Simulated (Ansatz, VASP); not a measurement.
Two plane-wave programs on ZnSe

File INCAR:

```
SYSTEM = ZnSe
  ALGO = Normal
  EDIFF = 1E-7
  ENCUT = 520
  GGA = PE
  ISIF = 2
  ISMEAR = 0
  LASPH = .TRUE.
  LCHARG = .TRUE.
  LELF = .TRUE.
  LREAL = .FALSE.
  LVHAR = .TRUE.
  LWAVE = .FALSE.
  NBANDS = 16
  NELM = 100
  PREC = Accurate
  SIGMA = 0.02
```

File KPOINTS:

```
k-points
0
G
  8 8 8
  0 0 0
```

The input POSCAR:

```
ZnSe
1.0
    0.0000000000      2.8613161980      2.8613161980
    2.8613161980      0.0000000000      2.8613161980
    2.8613161980      2.8613161980      0.0000000000
Zn Se
1 1
Direct
    0.0000000000      0.0000000000      0.0000000000
    0.7500000000      0.7500000000      0.7500000000
```

Input for Ansatz:

```yaml
crystal:
  lattice:
    - [0.0, 2.861316198, 2.861316198]
    - [2.861316198, 0.0, 2.861316198]
    - [2.861316198, 2.861316198, 0.0]
  atoms:
    - { symbol: Zn, position: [0.0, 0.0, 0.0] }
    - { symbol: Se, position: [0.75, 0.75, 0.75] }
basis:
  ecutwfc: 420
kpoints:
  mp_grid: { grid: [8, 8, 8] }
hamiltonian:
  xc: pbe
scf:
  occupations: { method: gaussian, width: 0.02 }
output:
  forces: true
  stress: true
  eigenvalues: true
```

Alike in both runs: task single point; functional PBE; k mesh 8 × 8 × 8; occupations gaussian, width 0.02 eV; no spin polarisation.

|  | VASP | Ansatz |
| --- | --- | --- |
| version | VASP 6.6.1 | Ansatz 0.2.0 |
| potentials or method | VASP PAW PBE potentials, release 64 (Zn, Se) | scalar-relativistic, plane waves, PAW |
| plane-wave cutoff (eV) | 520 | 420 |
| valence electrons in the cell | 18 | 28 |

|  | VASP | Ansatz | Ansatz less VASP |
| --- | --- | --- | --- |
| gap on the k mesh at the Fermi level (eV) | 1.17 | 1.17 | -0.001 |
| least direct gap on the mesh (eV) | 1.17 | 1.17 | -0.001 |
| pressure (GPa) | 0.5 | 0.3 | -0.21 |

The functional is the same, so the differences come from potentials, cutoffs and numerics. The two sets of potentials don't hold the same shells in valence.
